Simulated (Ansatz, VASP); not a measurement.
**Cross-check of ZnO (zincite) between VASP and Ansatz**

One calculation is typed for both programs; each brings its own data sets and cutoff. How far apart do they land?

Main program and level: Ansatz 0.2.0; plane waves, with VASP 6.6.1 beside it; single point at HSE06.

## 1. The structure

Symmetry: P6_3mc, No. 186, hexagonal system. Conventional cell: a = 3.249 Å, b = 3.249 Å, c = 5.206 Å, α = 90.00°, β = 90.00°, γ = 120.00°. Nearest to Zn lie 4 O at 1.97 to 1.98 Å. Nearest to O lie 4 Zn at 1.97 to 1.98 Å. Farther neighbours and most contacts between anions are not listed.

## 2. Ansatz: single point, HSE06

Ansatz runs on its default PAW (the set named soft_2) files.

A single point gives forces, pressure and levels at one fixed geometry, so differences don't come from the geometry; what else differs is listed under the comparison.

Input file input.yaml:

```yaml
crystal:
  lattice:
    - [3.249308, 0.0, 0.0]
    - [-1.624654, 2.8139832727, 0.0]
    - [0.0, 0.0, 5.205709]
  atoms:
    - { symbol: Zn, position: [0.6666666667, 0.3333333333, 0.0] }
    - { symbol: Zn, position: [0.3333333333, 0.6666666667, 0.5] }
    - { symbol: O, position: [0.3333333333, 0.6666666667, 0.87901] }
    - { symbol: O, position: [0.6666666667, 0.3333333333, 0.37901] }
hamiltonian:
  xc: { exchange: pbe, correlation: pbe, exx: { coeff: 0.25, omega: 0.2 } }
  pseudopotentials: { kind: paw }
kpoints:
  mp_grid: { grid: [6, 6, 4] }
scf:
  occupations: { method: gaussian, width: 0.01 }
  n_extra_bands: 5
output:
  forces: true
  stress: true
  eigenvalues: true
  write_density: true
  write_potential: true
  elf: true
  volumetric_format: npy
```

On the command line:

```console
ansatz run input.yaml --threads 4 --pin off --max-ram 9216MiB --backend cpu --events-out ev --progress --plain --runs-dir out
```

Numbers of over 12 decimals in the logs are rounded to 6 here.

Log:

```text
Warning: output.stress: scf.convergence.dr2_threshold = 1e-7 eV (the SCF's general default) is looser than the 4e-10 eV advised for a printed stress (1e-10 eV for each atom of the cell: 4). What an SCF threshold leaves in a stress goes as its square root, and in the free energy as the threshold itself, and one threshold admits the most on a small cell: [figures from the program's tests cut] Set scf.convergence.dr2_threshold to 4e-10 eV or tighter. The threshold is an SCF's pass mark: one that does not reach it within its budget of iterations ends unconverged, or closes short of it on a stop that the run arms, and scf.convergence.dr2_threshold's page says what that costs each kind of run
Warning: output.stress: scf.exx.energy_threshold = 1e-6 eV is looser than the 4e-8 eV advised for a stress under a hybrid functional (1e-8 eV for each atom of the cell: 4). Every SCF of the exchange loop can meet its threshold on dr2 while the loop round them stops early: no threshold on dr2 bounds what that leaves in the stress. Set scf.exx.energy_threshold to 4e-8 eV or tighter. The threshold is the loop's pass mark: a loop that does not reach it within its budget of cycles ends unconverged, and scf.exx.energy_threshold's page has the law
scf.n_extra_bands = 5 over 18 filled bands (N_el = 36.0): the run solves 23 bands
Engine: ansatz 0.2.0, aarch64-unknown-linux-gnu
Pseudopotentials: kind: paw
Pseudopotential: Zn, paw, valence charge 12, recommended cutoff 420 eV (normal), Zn.paw.azcp
Pseudopotential: O, paw, valence charge 6, recommended cutoff 420 eV (normal), O.paw.azcp
Functional definition: unnamed
  parameter a_1 = 0.25
  parameter omega_1 = 0.2/angstrom
  exchange = pbe_x + (-a_1)*pbe_x_sr(omega_1) + a_1*exact_x_sr(omega_1)
  correlation = pbe_c
Crystal: 4 atoms, lattice volume = 47.598 Å³
Basis set: ecut = 420 eV, 941 PW (Γ), exchange–correlation on 48×48×72 points (8 copies of the dense FFT grid, shifted against one another)
Bands: 23, of which v1, the nominal top of the filled ones, is band 18 counted from 1 (17 counted from 0)
Symmetry: 12 space group operations
Space group: P63mc (ITA 186), of the structure as read, at distance tolerance 3.6e-5 Å
k-points: 21 of 144 (time reversal used)
Non-local potential: Zn, projectors of the file, l = 0: 2, l = 1: 2, l = 2: 3, l = 3: 1
Non-local potential: O, projectors of the file, l = 0: 2, l = 1: 2, l = 2: 1
PAW form: soft (Blöchl's): semilocal exchange-correlation on the pseudo side does not see the compensation charge
PAW frozen core: Zn, regenerated for the run's functional, and the local potential with it (the file was generated under x = pbe(κ = 0.804, μ = 0.219515), c = pbe(β = 0.066725))
PAW frozen core: O, regenerated for the run's functional, and the local potential with it (the file was generated under x = pbe(κ = 0.804, μ = 0.219515), c = pbe(β = 0.066725))
PAW one-centre angular grid: Zn, 590 points (default); XC on 64 Gauss nodes
PAW one-centre angular grid: O, 110 points (default); XC on 96 Gauss nodes
Initial density: superposition of atomic densities (neutral atoms: chi_scale 0, normalization atom), corrected by the library's trained network
Initial wavefunctions: pseudopotential atomic-orbital guess
Functional: x = pbe(κ = 0.804, μ = 0.219515), c = pbe(β = 0.066725), warm-up for x = pbe(κ = 0.804, μ = 0.219515) + 0.25 (exact − pbe) at short range (hse, ω = 0.2 Å⁻¹), c = pbe(β = 0.066725)
SCF iter   1: F=—  HF=-7773.676403 eV  |F-HF|=—  |Δ(HF+E_count)|=         —  Δρ=2.29e-3  dr2=1.37e-3  ethr=1.77e-3  ⟨swp⟩=9.1  Hψ=2282  notcnv=0
preconditioner: auto → none  [insulator: Δε(μ)=0.825 eV  Ē_g=13.475 eV  σ=0.010 eV  W_gap=1.00  n_scr=22 (ndim 8)  ℏωp=32.3 eV  f_vac=0.035  D(μ)=0.00/eV (n_scr^D=0)]
SCF iter   2: F=—  HF=-7773.676292 eV  |F-HF|=—  |Δ(HF+E_count)|=   1.11e-4  Δρ=1.48e-3  dr2=6.22e-4  ethr=3.81e-6  ⟨swp⟩=5.2  Hψ=1866  notcnv=0  defer=7
iter 3 solved again at ethr=2.70e-8 eV; its pass at ethr=1.73e-6 eV (dr2=9.72e-6 eV) is discarded
SCF iter   3: F=-7773.676087 eV  HF=-7773.676018 eV  |F-HF|=6.86e-5  |Δ(HF+E_count)|=   2.74e-4  Δρ=2.71e-4  dr2=9.87e-6  ethr=2.70e-8  ⟨swp⟩=2.2  Hψ=2226  notcnv=0
SCF 1 stopped early in 3 iterations: F = -7773.676087 eV  dr2 = 9.87e-6
  greatest PAW one-centre occupation: 0.987 electrons in one spin orbital (limit 2), on the Zn atom at site 0 (counted from 0), in its partial waves of l = 2
Initial density: handed on by an earlier stage of this run
Initial wavefunctions: those handed on with the density
Functional: x = pbe(κ = 0.804, μ = 0.219515) + 0.25 (exact − pbe) at short range (hse, ω = 0.2 Å⁻¹), c = pbe(β = 0.066725)
Exchange kernel: α = 0.2500, screened, ω = 0.2000 Å⁻¹, Wigner–Seitz truncation, v(0) = 1127.2447 eV·Å³, q-mesh 6×6×4, nearest image of the exchange supercell L = 19.50 Å, pair-density grid 18×18×30, without the augmentation charges, whose exchange is taken in its separable form by FFT convolution over the k-point mesh (sized by the pseudopotential files, 20×20×36 at the most), smooth part of the exact exchange by density-matrix convolution
Frozen-core exchange: fock
SCF iter   1: F=—  HF=-7773.462459 eV  |F-HF|=—  |Δ(HF+E_count)|=         —  Δρ=2.65e-2  dr2=1.82e-1  ethr=2.74e-7  ⟨swp⟩=9.4  Hψ=2682  notcnv=0
preconditioner: auto → none  [insulator: Δε(μ)=2.612 eV  Ē_g=16.518 eV  σ=0.010 eV  W_gap=1.00  n_scr=22 (ndim 8)  ℏωp=32.3 eV  f_vac=0.035  D(μ)=0.00/eV (n_scr^D=0)]
SCF iter   2: F=—  HF=-7773.405248 eV  |F-HF|=—  |Δ(HF+E_count)|=   5.72e-2  Δρ=4.51e-3  dr2=7.31e-3  ethr=2.74e-7  ⟨swp⟩=5.0  Hψ=2231  notcnv=0
SCF iter   3: F=—  HF=-7773.421159 eV  |F-HF|=—  |Δ(HF+E_count)|=   1.59e-2  Δρ=5.87e-3  dr2=8.15e-3  ethr=2.74e-7  ⟨swp⟩=5.0  Hψ=2089  notcnv=0
SCF iter   4: F=—  HF=-7773.419898 eV  |F-HF|=—  |Δ(HF+E_count)|=   1.26e-3  Δρ=2.22e-3  dr2=1.03e-3  ethr=2.74e-7  ⟨swp⟩=4.0  Hψ=1683  notcnv=0
SCF iter   5: F=—  HF=-7773.421201 eV  |F-HF|=—  |Δ(HF+E_count)|=   1.30e-3  Δρ=1.16e-3  dr2=4.13e-4  ethr=2.74e-7  ⟨swp⟩=4.0  Hψ=1713  notcnv=0
SCF iter   6: F=—  HF=-7773.421074 eV  |F-HF|=—  |Δ(HF+E_count)|=   1.27e-4  Δρ=5.25e-4  dr2=1.25e-4  ethr=2.74e-7  ⟨swp⟩=4.0  Hψ=1633  notcnv=0
SCF iter   7: F=-7773.421036 eV  HF=-7773.421038 eV  |F-HF|=1.83e-6  |Δ(HF+E_count)|=   3.59e-5  Δρ=4.48e-5  dr2=1.82e-6  ethr=2.74e-7  ⟨swp⟩=3.0  Hψ=1005  notcnv=0
SCF 2 stopped early in 7 iterations: F = -7773.421036 eV  dr2 = 1.82e-6
  Residual-converged pass: ⟨swp⟩=3.9  Hψ=1583  notcnv=0  max |occ|·‖R‖ = 6.1e-6 eV (tolerance 6.7e-6 eV)  dr2=1.69e-6  dr2_onsite=5.34e-8  max |Δocc| = 0.0e0
  greatest PAW one-centre occupation: 0.989 electrons in one spin orbital (limit 2), on the Zn atom at site 1 (counted from 0), in its partial waves of l = 2
hybrid outer 1: dexx = +2.475e-2 eV, tail = 9.31e-5 eV
Exchange kernel: α = 0.2500, screened, ω = 0.2000 Å⁻¹, Wigner–Seitz truncation, v(0) = 1127.2447 eV·Å³, q-mesh 6×6×4, nearest image of the exchange supercell L = 19.50 Å, pair-density grid 18×18×30, without the augmentation charges, whose exchange is taken in its separable form by FFT convolution over the k-point mesh (sized by the pseudopotential files, 20×20×36 at the most), smooth part of the exact exchange by density-matrix convolution
Frozen-core exchange: fock
SCF iter   1: F=—  HF=-7773.419748 eV  |F-HF|=—  |Δ(HF+E_count)|=         —  Δρ=1.36e-4  dr2=6.58e-6  ethr=1.29e-6  ⟨swp⟩=4.0  Hψ=1073  notcnv=0
preconditioner: auto → none  [insulator: Δε(μ)=2.543 eV  Ē_g=16.267 eV  σ=0.010 eV  W_gap=1.00  n_scr=22 (ndim 8)  ℏωp=32.3 eV  f_vac=0.050  D(μ)=0.00/eV (n_scr^D=0)]
SCF iter   2: F=—  HF=-7773.419750 eV  |F-HF|=—  |Δ(HF+E_count)|=   1.53e-6  Δρ=1.52e-5  dr2=2.90e-7  ethr=1.37e-8  ⟨swp⟩=4.0  Hψ=1437  notcnv=0
SCF iter   3: F=—  HF=-7773.419751 eV  |F-HF|=—  |Δ(HF+E_count)|=   1.63e-6  Δρ=1.94e-5  dr2=1.13e-7  ethr=8.40e-11  ⟨swp⟩=4.3  Hψ=1825  notcnv=0
SCF iter   4: F=—  HF=-7773.419751 eV  |F-HF|=—  |Δ(HF+E_count)|=   3.46e-8  Δρ=1.62e-6  dr2=4.09e-9  ethr=8.40e-11  ⟨swp⟩=4.0  Hψ=1434  notcnv=0
SCF iter   5: F=-7773.419751 eV  HF=-7773.419751 eV  |F-HF|=2.84e-9  |Δ(HF+E_count)|=   2.88e-8  Δρ=3.18e-6  dr2=2.49e-9  ethr=2.28e-12  ⟨swp⟩=4.2  Hψ=1637  notcnv=0
SCF 3 converged in 5 iterations: F = -7773.419751 eV  dr2 = 2.49e-9
  Residual-converged pass: ⟨swp⟩=2.3  Hψ=892  notcnv=0  max |occ|·‖R‖ = 6.2e-7 eV (tolerance 6.3e-7 eV)  dr2=2.49e-9  dr2_onsite=1.38e-9  max |Δocc| = 0.0e0
hybrid outer 2: dexx = +1.561e-6 eV, tail = 3.67e-8 eV, Δε = 5.05e-3 eV (about 1.26e-4 eV left of the loop's levels), ΔF = 1.12e-3 eV/Å (tail 3.56e-4)
hybrid SCF converged: 2 outer / 12 inner (+3 warm-up), last move |dexx| = 1.56e-6 eV, tail = 3.67e-8 eV
Stability not checked: this state was not tested for a lower state beside it, because the functional holds exact exchange (a hybrid, or Hartree-Fock), whose exchange loop this test does not read (fock_operator; see scf.lower_state_search)
Free energy (F): -7773.419751 eV
Frozen-core exchange: fock
Harris-Foulkes:  -7773.419751 eV  (|F-HF|=2.84e-9)
Internal energy: -7773.419751 eV  (E = F + TS)
E sigma→0 (E₀):  -7773.419751 eV
Fermi energy:    7.192644 eV
--- Per-component energies (eV) ---
  E_band       = -8.776258
  E_kinetic    = 613.167212
  E_local      = -4024.361267  (includes V_loc(G=0)·N_el)
  E_nonlocal   = 1341.663818
  E_hartree    = 1664.907001
  E_xc         = -333.572257
  E_vxc        = -230.375435  (∫ρ·V_xc dr)
  E_exx        = -123.281864  (= α·E_x^exact, valence–valence)
  E_paw        = -3950.583332  (= ΣΔE_a)
  E_vpaw       = -792.128360  (= ΣTr[D̂ρ^β])
  E_aug_tail   = 0.004208  (compensation charges beyond the density's cutoff)
  E_ewald      = -2962.594745
  E_core_change = 1.231476  (= ΣΔE_core)
  E_smearing   = -0.000000  (= −TS)
  E_closure    = -0.000000  (closes the sum)
  Σ components = -7773.419751   (vs F -7773.419751, Δ=9.09e-13)
--- Forces (eV/Å), atoms counted from 1 ---
  atom   1  Zn     0.00000000     0.00000000    -0.07877301
  atom   2  Zn     0.00000000    -0.00000000    -0.07877301
  atom   3  O      0.00000000     0.00000000     0.07875825
  atom   4  O      0.00000000    -0.00000000     0.07875825
  max |Σ_I F_I| component: 2.95e-5 eV/Å
--- Stress (GPa, compression-positive) ---
        0.066470       0.000000      -0.000000
       -0.000000       0.066470      -0.000000
       -0.000000      -0.000000       1.404912
  P = ⅓ Tr σ = 0.5126 GPa (5.126 kbar)
--- Band table (eV; the first three rows and the last of 21) ---
  k-point 0: bands = [... 14 lower, 5.0574, 5.8621, 5.9207, 5.9207, 8.4646, 13.1868, 16.3066, 20.9714, ... 1 higher]
  k-point 1: bands = [... 14 lower, 5.1863, 5.1863, 5.7966, 5.7966, 9.5126, 12.6243, 16.7818, 20.4778, ... 1 higher]
  k-point 2: bands = [... 14 lower, 5.4939, 5.4939, 5.4939, 5.4939, 11.2212, 11.2212, 18.2008, 18.2008, ... 1 higher]
  k-point 20: bands = [... 14 lower, 2.9934, 2.9934, 4.6478, 4.6478, 15.8166, 15.8166, 16.0384, 16.0384, ... 1 higher]
```

Run time: 32 s. Hardware: 4 threads of Arm Neoverse N1, shared host; peak memory 1.3 GiB; 100 s of CPU time.

Reading the cycles: dr2 is the Hartree energy of the density residual (eV), the measure of convergence; HF is the Harris–Foulkes estimate of the energy, which meets the free energy F at convergence.

The run ends at a pressure of 0.51 GPa, with forces up to 0.079 eV/Å.

(Part 1 of 2 ends here.)

[Lines on the potential files, build, host, timing and source positions are cut from VASP's logs without a mark.]

[Logs are printed without paths, hosts, clocks, repeated set-up lines and the standing remarks that a program may print on its own settings, such as how far it seeks lower states.]

[Hosts, paths, dates, database ids (printed as entryN), source tags and the programs' standing remarks are cut or masked in the printed files.]
